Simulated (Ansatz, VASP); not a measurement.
# Na: VASP beside Ansatz

The input INCAR:

```
PREC = Accurate
ENCUT = 520
EDIFF = 1E-7
ISMEAR = -1
SIGMA = 0.05
LREAL = False
LASPH = True
NELM = 80
ALGO = Normal
ISIF = 2
LWAVE = False
LCHARG = True
GGA = PE
LELF = True
LVHAR = True
NBANDS = 22
```

The input KPOINTS:

```
regular mesh
0
Gamma
  8 8 3
```

POSCAR

```
Na
1.0
    3.7003831212      0.0000000000      0.0000000000
   -1.8501915606      3.2046257867      0.0000000000
    0.0000000000      0.0000000000     12.5373215400
Na
4
Direct
    0.6768420000      0.3524780000      0.7532030000
    0.0055760000     -0.0011080000      0.4996050000
    0.3357360000      0.6779980000      0.2513620000
    0.0053630000     -0.0065800000      0.0013610000
```

File input.yaml:

```yaml
crystal:
  lattice:
    - [3.7003831212, 0.0, 0.0]
    - [-1.8501915606, 3.2046257867, 0.0]
    - [0.0, 0.0, 12.53732154]
  atoms:
    - { symbol: Na, position: [0.676842, 0.352478, 0.753203] }
    - { symbol: Na, position: [0.005576, -0.001108, 0.499605] }
    - { symbol: Na, position: [0.335736, 0.677998, 0.251362] }
    - { symbol: Na, position: [0.005363, -0.00658, 0.001361] }
hamiltonian:
  xc: pbe
  pseudopotentials: { kind: paw }
kpoints:
  mp_grid: { grid: [8, 8, 3] }
scf:
  occupations: { method: fermi_dirac, width: 0.05 }
output:
  forces: true
  stress: true
  eigenvalues: true
```

Change from the starting cell: atoms moved at random, drawn with an rms of 0.05 Å.

Alike in both runs: task single point; functional PBE; k mesh 8 × 8 × 3; occupations fermi-dirac, width 0.05 eV; no spin polarisation.

|  | VASP | Ansatz |
| --- | --- | --- |
| version | VASP 6.6.1 | Ansatz 0.2.0 |
| potentials or method | VASP PAW PBE potentials, release 64 (Na_pv) | Ansatz PAW |
| plane-wave cutoff (eV) | 520 | 420 |
| valence electrons in the cell | 28 | 36 |

Ansatz gave:

| Quantity | Value |
| --- | --- |
| gap on the k mesh at the Fermi level (eV) | none |
| pressure (GPa) | 0.0 |
| largest component of the traceless stress (GPa) | 0.63 |
| rms of the force components (eV/Å) | 0.010 |

Q: Which values does VASP return?

A: gap on the k mesh at the Fermi level (eV): none; pressure (GPa): 0.0; largest component of the traceless stress (GPa): 0.64; rms of the force components (eV/Å): 0.010.

Atom by atom the forces differ by 0.000 eV/Å (rms over components). A gap of «none» marks a metal or a gap that the smearing closes. The two sets of potentials don't hold the same shells in valence.
